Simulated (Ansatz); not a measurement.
**AgBr**

**What was measured.** A cell as deposited of cubic AgBr (space group Fm-3m), temperature not stated, from the Crystallography Open Database (1963), has a = 5.774 Å and 24.07 Å³/atom.

Computed with Ansatz (plane waves, PAW, 420 eV cutoff): PBE, scalar-relativistic, no spin polarisation, Γ-centred 10×10×10 mesh, 0.05 eV Gaussian smearing. The datasets are Ansatz's generated set soft_2.

```cif
data_structure
_symmetry_space_group_name_H-M 'P 1'
_symmetry_Int_Tables_number 1
_cell_length_a 4.1299
_cell_length_b 4.1299
_cell_length_c 4.1299
_cell_angle_alpha 60.000
_cell_angle_beta 60.000
_cell_angle_gamma 60.000
_cell_volume 49.81
loop_
_atom_site_label
_atom_site_type_symbol
_atom_site_fract_x
_atom_site_fract_y
_atom_site_fract_z
_atom_site_occupancy
Ag1 Ag 0.50000 0.50000 0.50000 1
Br1 Br 0.00000 0.00000 0.00000 1
```

The chain of runs began from a cell as deposited in COD, expanded in volume.

The cell above was scaled in volume, its shape and atoms being fixed by the lattice's symmetry. Energies are counted from the cell above.

Cell and atoms are those of this level's equilibrium.

| V (Å³/atom) | ΔE (meV/atom) | P (GPa) | gap on the mesh (eV) |
| --- | --- | --- | --- |
| 23.91 | 5.3 | 1.8 | 0.67 |
| 24.41 | 1.3 | 0.8 | 0.68 |
| 24.90 | 0.0 | 0.0 | 0.69 |
| 25.40 | 1.1 | -0.7 | 0.70 |
| 25.90 | 4.4 | -1.4 | 0.71 |

(1) What do the points give for the equilibrium volume, the bulk modulus and its pressure derivative (third-order Birch–Murnaghan)?

Answer:

(1) V0 = 24.91 Å³/atom, B0 = 39 GPa, B0′ = 5.4.

B0·V0 = 38.8 GPa × 24.91 Å³ = 6.03 eV/atom sets the scale: near the minimum ΔE ≈ ½ B0 V0 x², with x = V/V0 − 1, and a pressure of 0.4 GPa squeezes the volume by about 1 %. At the ends of the curve: x = −4.0 % predicts 4.9 meV/atom and the run gives 5.3; x = +4.0 % predicts 4.8 meV/atom and the run gives 4.4. Compression costs more and expansion less than the parabola says, since the crystal stiffens as it shrinks; B0′ measures that.

**Comparison.** The computed cell (5.841 Å, 24.90 Å³/atom) differs from the database's by +3.5 % in volume, about +1.1 % in length. PBE usually overestimates volumes by a few per cent. The static lattice also lacks zero-point motion and thermal expansion, roughly 1.3 to 3.2 % in volume at 300 K (room temperature assumed) by Grüneisen's rule, γ·3k_BT/(B0·V0) with γ of 1 to 2.5, so its own overestimate is larger than the figure.

Semilocal functionals underestimate band gaps, commonly by a third or more.
